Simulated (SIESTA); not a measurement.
## Ti in SIESTA: the effect of basis

Ti:

```xyz
3
Lattice="4.5674 0.0000 0.0000 -2.2837 3.9555 0.0000 0.0000 0.0000 2.8262" Properties=species:S:1:pos:R:3 pbc="T T T"
Ti    2.2837    1.3185    1.4131
Ti    0.0000    2.6370    1.4131
Ti    0.0000    0.0000    0.0000
```

This isn't the form of Ti at room conditions, which is hcp.

Alike in all runs:

- Program: SIESTA 5.4.2
- Task: band structure
- Functional: PBEsol
- Potentials or basis: PseudoDojo 0.4 standard (PBEsol files)
- Grid cutoff: 800 Ry
- Energy shift: 0.003 Ry
- k mesh: 7 × 7 × 9
- Occupations: fermi-dirac, width 0.05 eV
- Spin: no spin polarisation

Q: One run gave: pressure -0.4 GPa. Which basis did it use?
A. TZP
B. SZP
C. DZP
D. TZDP
E. SZ

A: B.

```csv
basis,pressure (GPa)
SZ,-11.9
SZP,-0.4
DZ,-5.8
DZP,-3.3
TZP,-3.6
TZDP,-3.7
```

Caveats: the basis of atomic orbitals isn't converged, which shifts pressures, moduli and gaps; the basis has no polarisation orbitals (some runs).

Runs at the PBE level aren't shown here.
